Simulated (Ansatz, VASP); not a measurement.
Given: the input of a run of Ansatz 0.2.0 on Au.

Contents of input.yaml:

```yaml
crystal:
  lattice:
    - [1.411309965, -2.555933025, 0.0]
    - [1.411309965, 2.555933025, 0.0]
    - [0.0, 0.0, 4.89316961]
  atoms:
    - { symbol: Au, position: [0.33467203, 0.66532797, 0.25] }
    - { symbol: Au, position: [0.66532797, 0.33467203, 0.75] }
kpoints:
  mp_grid: { grid: [11, 11, 6] }
scf:
  occupations: { method: fermi_dirac, width: 0.05 }
hamiltonian:
  xc: pbesol
  pseudopotentials: { kind: all_electron, lapw: { basis_error: 0.001 } }
output:
  forces: true
  stress: true
  eigenvalues: true
```

Potentials or basis: all-electron LAPW, scalar-relativistic.

Command:

```bash
$ ansatz run input.yaml --threads 1 --pin off --max-ram 3072MiB --backend cpu --events-out ev --progress --plain --runs-dir out
```

Question: Set up the same calculation for VASP 6.6.1. Potentials there: VASP PAW PBE potentials, release 64 (Au).

Answer: As run (the cutoff follows the program's own potentials):

File INCAR:

```
SYSTEM = Au
ALGO = Normal
EDIFF = 1E-7
ENCUT = 520
GGA = PS
ISIF = 2
ISMEAR = -1
LASPH = .TRUE.
LCHARG = .FALSE.
LREAL = .FALSE.
LWAVE = .FALSE.
NBANDS = 18
NELM = 100
PREC = Accurate
SIGMA = 0.05
```

KPOINTS

```
k-points
0
G
  11 11 6
  0 0 0
```

The input POSCAR:

```
Au
1.0
    1.4113099650     -2.5559330250      0.0000000000
    1.4113099650      2.5559330250      0.0000000000
    0.0000000000      0.0000000000      4.8931696100
Au
2
Direct
    0.3346720300      0.6653279700      0.2500000000
    0.6653279700      0.3346720300      0.7500000000
```

Potentials or basis: VASP PAW PBE potentials, release 64 (Au).

Command:

```bash
$ cat potpaw_PBE.64/Au/POTCAR > POTCAR
$ mpirun -np 1 vasp_std > vasp.out
```

Both were run:

|  | VASP | Ansatz | Ansatz less VASP |
| --- | --- | --- | --- |
| gap on the k mesh at the Fermi level (eV) | none | none | - |
| pressure (GPa) | -5.5 | -5.3 | +0.23 |
| largest component of the traceless stress (GPa) | 2.58 | 2.59 | +0.007 |
| rms of the force components (eV/Å) | 0.012 | 0.012 | +0.0004 |

Atom by atom the forces differ by 0.000 eV/Å (rms over components). A gap of «none» marks a metal or a gap that the smearing closes. Ansatz ran all-electron here, so the differences hold the error of VASP's frozen core and of both bases.

Caveats: the PAW data sets were made with another functional, which shifts forces and pressure a little (VASP). Spin-orbit coupling is left out, which matters for the levels of Au.
